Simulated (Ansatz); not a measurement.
Ti:

```
Ti
1.0
     2.95000    0.00000    0.00000
    -1.47500    2.55477    0.00000
     0.00000    0.00000    4.68000
Ti
2
Direct
  0.66667 0.33333 0.75000
  0.33333 0.66667 0.25000
```

Base run:

```yaml
Program: Ansatz 0.2.0
Functional: LDA
Potentials_or_basis: Ansatz PAW
Cutoff: "420 eV (not typed: the program's choice for these potentials)"
k_mesh: 10 × 10 × 6
Occupations: fermi-dirac, width 0.05 eV
Spin: no spin polarisation
```

Its results: band gap on the k mesh none (metal or under the smearing width); pressure -9.8 GPa.

**Question.** The run is repeated on the same cell with these changes: functional from LDA to revPBE. What comes out?

**Answer.** Band gap on the k mesh none (metal or under the smearing width); pressure 0.8 GPa.

revPBE binds less tightly than LDA, so the same cell stands under more pressure.

Caveats: the PAW data sets come from PBE, with cores solved anew for the run's functional, which leaves a small shift of forces and pressure.
